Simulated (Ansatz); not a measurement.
Base system: GeO2 (space group P3_121, No. 152).

```xyz
9
Lattice="4.9887 0.0000 0.0000 -2.4944 4.3204 0.0000 0.0000 0.0000 5.6753" Properties=species:S:1:pos:R:3 pbc="T T T"
Ge     2.2503     0.0000     1.8918
Ge    -1.1252     1.9488     3.7835
Ge     1.3692     2.3715     0.0000
O      1.2205     1.3096     1.3815
O      3.2443     0.4022     3.2733
O      3.0183     2.6085     5.1650
O     -1.2738     3.0107     2.4020
O      0.5239     1.7118     4.2937
O      0.7499     3.9182     0.5102
```

Cartesian axes are those of the cell as printed.

All numbers come from Kohn–Sham DFT with the r2SCAN functional, run in Ansatz (an electronic-structure program) with PAW and 500 eV plane waves, no spin-orbit coupling.

Before the change:

| Property | Result |
|---|---|
| Band gap | 4.22 eV |
| Electron mass | 0.39 mₑ along c, 0.43 mₑ across (at Γ) |
| Pressure | 0.00 GPa |

Modification: tensile biaxial strain of 1.41 % in the plane normal to [001], as in epitaxy on a mismatched substrate; the out-of-plane cell vector and the atoms relax.

Question: What happens to the band gap?

Answer: The band gap drops by 0.05 eV to 4.17 eV.

Question: How does this affect the electron mass?

Answer: The electron mass changes from 0.39 mₑ along c, 0.43 mₑ across (at Γ) to 0.39 mₑ out of plane, 0.43 mₑ in plane (at Γ).

Question: What happens to the out-of-plane strain?

Answer: The out-of-plane strain comes out as -0.66 %.

Question: What happens to the pressure?

Answer: The pressure (mean of the normal stresses, compression positive) goes from zero to -0.67 GPa.

Effective masses come from finite differences of ±0.01 Å⁻¹. No phonon test of stability was made.
